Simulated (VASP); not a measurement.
# Cr (P6_3/mmc) in VASP: notebook, part 4 of 4

VASP 6.6.1. The steps go on from the part before.

**43. Equation of state, PBEsol, collinear spin, ferromagnetic start, 14.49 Å³/atom**

INCAR reads:

```
SYSTEM = Cr
PREC = Accurate
ENCUT = 600
EDIFF = 1E-6
ISMEAR = 1
SIGMA = 0.1
LREAL = .FALSE.
LASPH = .TRUE.
NELM = 100
ALGO = Normal
ISIF = 2
LWAVE = .FALSE.
LCHARG = .FALSE.
ISPIN = 2
MAGMOM = 3 3
LORBIT = 11
LMAXMIX = 4
GGA = PS
ADDGRID = .FALSE.
```

KPOINTS reads:

```
regular mesh
0
G
  17 17 9
  0 0 0
```

POSCAR reads:

```
Cr
1.0
    2.7408730348      0.0000000000      0.0000000000
   -1.3704365174      2.3736656767      0.0000000000
    0.0000000000      0.0000000000      4.4536662062
Cr
2
Direct
    0.6666666667      0.3333333333      0.7500000000
    0.3333333333      0.6666666667      0.2500000000
```

Started as:

```
> cat potpaw_PBE.64/Cr_pv/POTCAR > POTCAR
> mpirun -np 1 vasp_std > vasp.out
```

Wall time 2.1 min (1 thread of Intel Xeon Platinum 8488C (Sapphire Rapids), shared host); peak memory 0.28 GiB.

These settings aren't checked as converged: the numbers below hold their error.

Results:

```
Free energy                                           : -18.7239 eV
Pressure                                              : -33.8 GPa
Band gap on the k mesh                                : none (metal or under the smearing width)
Net moment                                            : 2.08 μB per cell
Site moments                                          : Cr +0.96 μB
Valence electrons inside the program's atomic spheres : Cr 10.67
```

Caveat: the cell as given lies far from equilibrium; the potentials were made for another functional, which shifts forces and pressure.

**44. Equation of state, PBEsol, collinear spin, ferromagnetic start, 13.64 Å³/atom**

Edit INCAR of step 43 so:

```diff
@@ -2,3 +2,3 @@
 PREC = Accurate
-ENCUT = 600
+ENCUT = 900
 EDIFF = 1E-6
```

KPOINTS reads:

```
regular mesh
0
G
  15 15 8
  0 0 0
```

POSCAR reads:

```
Cr
1.0
    2.6865839842      0.0000000000      0.0000000000
   -1.3432919921      2.3266499797      0.0000000000
    0.0000000000      0.0000000000      4.3654514997
Cr
2
Direct
    0.6666666667      0.3333333333      0.7500000000
    0.3333333333      0.6666666667      0.2500000000
```

Started as:

```
> cat potpaw_PBE.64/Cr_pv/POTCAR > POTCAR
> mpirun -np 1 vasp_std > vasp.out
```

It took 3.8 min on 1 thread of Intel Xeon Platinum 8488C (Sapphire Rapids), shared host; peak memory 0.37 GiB.

The run converged, but some of its settings lie outside the range that counts as converged, so its numbers aren't taken as properties of the crystal.

What came out:

```
Free energy                                           : -19.0608 eV
Pressure                                              : -29.3 GPa
Band gap on the k mesh                                : none (metal or under the smearing width)
Net moment                                            : 1.61 μB per cell
Site moments                                          : Cr +0.75 μB
Valence electrons inside the program's atomic spheres : Cr 10.76
```

Caveat: the PAW data sets were made with another functional, which shifts forces and pressure a little.

**45. Equation of state, PBEsol, collinear spin, ferromagnetic start, 14.49 Å³/atom**

INCAR is that of step 44.

KPOINTS is that of step 44.

POSCAR reads:

```
Cr
1.0
    2.7408730348      0.0000000000      0.0000000000
   -1.3704365174      2.3736656767      0.0000000000
    0.0000000000      0.0000000000      4.4536662062
Cr
2
Direct
    0.6666666667      0.3333333333      0.7500000000
    0.3333333333      0.6666666667      0.2500000000
```

Potentials or basis: VASP PAW PBE potentials, release 64 (Cr_pv).

Started as:

```
> cat potpaw_PBE.64/Cr_pv/POTCAR > POTCAR
> mpirun -np 1 vasp_std > vasp.out
```

Wall time 4.4 min (1 thread of Intel Xeon Platinum 8488C (Sapphire Rapids), shared host); peak memory 0.38 GiB.

These settings aren't checked as converged: the numbers below hold their error.

Results:

- Free energy: -18.7262 eV
- Pressure: -33.7 GPa
- Band gap on the k mesh: none (metal or under the smearing width)
- Net moment: 2.06 μB per cell
- Site moments: Cr +0.95 μB
- Valence electrons inside the program's atomic spheres: Cr 10.67

Caveat: the cell as given lies far from equilibrium; the potentials were made for another functional, which shifts forces and pressure.

**46. Equation of state, PBEsol, collinear spin, ferromagnetic start, 13.64 Å³/atom**

Edit INCAR of step 45 so:

```diff
@@ -2,3 +2,3 @@
 PREC = Accurate
-ENCUT = 900
+ENCUT = 500
 EDIFF = 1E-6
```

KPOINTS reads:

```
regular mesh
0
G
  20 20 11
  0 0 0
```

POSCAR reads:

```
Cr
1.0
    2.6865839842      0.0000000000      0.0000000000
   -1.3432919921      2.3266499797      0.0000000000
    0.0000000000      0.0000000000      4.3654514997
Cr
2
Direct
    0.6666666667      0.3333333333      0.7500000000
    0.3333333333      0.6666666667      0.2500000000
```

Started as:

```
> cat potpaw_PBE.64/Cr_pv/POTCAR > POTCAR
> mpirun -np 1 vasp_std > vasp.out
```

It took 2.6 min on 1 thread of Intel Xeon Platinum 8488C (Sapphire Rapids), shared host; peak memory 0.28 GiB.

The run converged, but some of its settings lie outside the range that counts as converged, so its numbers aren't taken as properties of the crystal.

What came out:

```yaml
Free_energy: -19.0585 eV
Pressure: -29.7 GPa
Band_gap_on_the_k_mesh: none (metal or under the smearing width)
Net_moment: 1.50 μB per cell
Site_moments: Cr +0.69 μB
Valence_electrons_inside_the_program's_atomic_spheres: Cr 10.76
```

Caveat: the PAW data sets were made with another functional, which shifts forces and pressure a little.

**47. Equation of state, PBEsol, collinear spin, ferromagnetic start, 14.49 Å³/atom**

INCAR is that of step 46.

KPOINTS is that of step 46.

POSCAR reads:

```
Cr
1.0
    2.7408730348      0.0000000000      0.0000000000
   -1.3704365174      2.3736656767      0.0000000000
    0.0000000000      0.0000000000      4.4536662062
Cr
2
Direct
    0.6666666667      0.3333333333      0.7500000000
    0.3333333333      0.6666666667      0.2500000000
```

Started as:

```
> cat potpaw_PBE.64/Cr_pv/POTCAR > POTCAR
> mpirun -np 1 vasp_std > vasp.out
```

Run time: 2.2 min. Hardware: 1 thread of Intel Xeon Platinum 8488C (Sapphire Rapids), shared host; peak memory 0.29 GiB.

The run converged, but some of its settings lie outside the range that counts as converged, so its numbers aren't taken as properties of the crystal.

What came out:

| Item | Value |
| --- | --- |
| Free energy | -18.7240 eV |
| Pressure | -33.9 GPa |
| Band gap on the k mesh | none (metal or under the smearing width) |
| Net moment | 2.08 μB per cell |
| Site moments | Cr +0.96 μB |
| Valence electrons inside the program's atomic spheres | Cr 10.67 |

Caveat: the cell as given lies far from equilibrium; the potentials were made for another functional, which shifts forces and pressure.

**48. Equation of state, PBEsol, collinear spin, ferromagnetic start, 13.64 Å³/atom**

Edit INCAR of step 47 so:

```diff
@@ -2,3 +2,3 @@
 PREC = Accurate
-ENCUT = 500
+ENCUT = 600
 EDIFF = 1E-6
```

KPOINTS is that of step 47.

POSCAR reads:

```
Cr
1.0
    2.6865839842      0.0000000000      0.0000000000
   -1.3432919921      2.3266499797      0.0000000000
    0.0000000000      0.0000000000      4.3654514997
Cr
2
Direct
    0.6666666667      0.3333333333      0.7500000000
    0.3333333333      0.6666666667      0.2500000000
```

Potentials or basis: VASP PAW PBE potentials, release 64 (Cr_pv).

Started as:

```
> cat potpaw_PBE.64/Cr_pv/POTCAR > POTCAR
> mpirun -np 1 vasp_std > vasp.out
```

Run time: 3.2 min. Hardware: 1 thread of Intel Xeon Platinum 8488C (Sapphire Rapids), shared host; peak memory 0.34 GiB.

The run converged, but some of its settings lie outside the range that counts as converged, so its numbers aren't taken as properties of the crystal.

Results:

| Property | Result |
| --- | --- |
| Free energy | -19.0584 eV |
| Pressure | -29.7 GPa |
| Band gap on the k mesh | none (metal or under the smearing width) |
| Net moment | 1.50 μB per cell |
| Site moments | Cr +0.69 μB |
| Valence electrons inside the program's atomic spheres | Cr 10.76 |

Caveat: the PAW data sets were made with another functional, which shifts forces and pressure a little.

**49. Equation of state, PBEsol, collinear spin, ferromagnetic start, 14.49 Å³/atom**

INCAR is that of step 48.

KPOINTS is that of step 48.

POSCAR reads:

```
Cr
1.0
    2.7408730348      0.0000000000      0.0000000000
   -1.3704365174      2.3736656767      0.0000000000
    0.0000000000      0.0000000000      4.4536662062
Cr
2
Direct
    0.6666666667      0.3333333333      0.7500000000
    0.3333333333      0.6666666667      0.2500000000
```

Started as:

```
> cat potpaw_PBE.64/Cr_pv/POTCAR > POTCAR
> mpirun -np 1 vasp_std > vasp.out
```

Run time: 2.8 min. Hardware: 1 thread of Intel Xeon Platinum 8488C (Sapphire Rapids), shared host; peak memory 0.35 GiB.

These settings aren't checked as converged: the numbers below hold their error.

What came out:

```
Free energy                                           : -18.7239 eV
Pressure                                              : -33.9 GPa
Band gap on the k mesh                                : none (metal or under the smearing width)
Net moment                                            : 2.08 μB per cell
Site moments                                          : Cr +0.96 μB
Valence electrons inside the program's atomic spheres : Cr 10.67
```

Caveat: the cell as given lies far from equilibrium; the potentials were made for another functional, which shifts forces and pressure.

**50. Equation of state, PBEsol, collinear spin, ferromagnetic start, 13.64 Å³/atom**

Edit INCAR of step 49 so:

```diff
@@ -2,3 +2,3 @@
 PREC = Accurate
-ENCUT = 600
+ENCUT = 900
 EDIFF = 1E-6
```

KPOINTS reads:

```
regular mesh
0
G
  17 17 9
  0 0 0
```

POSCAR reads:

```
Cr
1.0
    2.6865839842      0.0000000000      0.0000000000
   -1.3432919921      2.3266499797      0.0000000000
    0.0000000000      0.0000000000      4.3654514997
Cr
2
Direct
    0.6666666667      0.3333333333      0.7500000000
    0.3333333333      0.6666666667      0.2500000000
```

Started as:

```
> cat potpaw_PBE.64/Cr_pv/POTCAR > POTCAR
> mpirun -np 1 vasp_std > vasp.out
```

Wall time 5.1 min (1 thread of Intel Xeon Platinum 8488C (Sapphire Rapids), shared host); peak memory 0.41 GiB.

The run converged, but some of its settings lie outside the range that counts as converged, so its numbers aren't taken as properties of the crystal.

Results:

```
Free energy                                           : -19.0601 eV
Pressure                                              : -29.5 GPa
Band gap on the k mesh                                : none (metal or under the smearing width)
Net moment                                            : 1.52 μB per cell
Site moments                                          : Cr +0.70 μB
Valence electrons inside the program's atomic spheres : Cr 10.76
```

Caveat: the PAW data sets were made with another functional, which shifts forces and pressure a little.

**51. Equation of state, PBEsol, collinear spin, ferromagnetic start, 14.49 Å³/atom**

INCAR is that of step 50.

KPOINTS is that of step 50.

POSCAR reads:

```
Cr
1.0
    2.7408730348      0.0000000000      0.0000000000
   -1.3704365174      2.3736656767      0.0000000000
    0.0000000000      0.0000000000      4.4536662062
Cr
2
Direct
    0.6666666667      0.3333333333      0.7500000000
    0.3333333333      0.6666666667      0.2500000000
```

Potentials or basis: VASP PAW PBE potentials, release 64 (Cr_pv).

Started as:

```
> cat potpaw_PBE.64/Cr_pv/POTCAR > POTCAR
> mpirun -np 1 vasp_std > vasp.out
```

Wall time 4.5 min (1 thread of Intel Xeon Platinum 8488C (Sapphire Rapids), shared host); peak memory 0.42 GiB.

These settings aren't checked as converged: the numbers below hold their error.

Results:

```yaml
Free_energy: -18.7254 eV
Pressure: -33.8 GPa
Band_gap_on_the_k_mesh: none (metal or under the smearing width)
Net_moment: 2.08 μB per cell
Site_moments: Cr +0.96 μB
Valence_electrons_inside_the_program's_atomic_spheres: Cr 10.67
```

Caveat: the cell as given lies far from equilibrium; the potentials were made for another functional, which shifts forces and pressure.
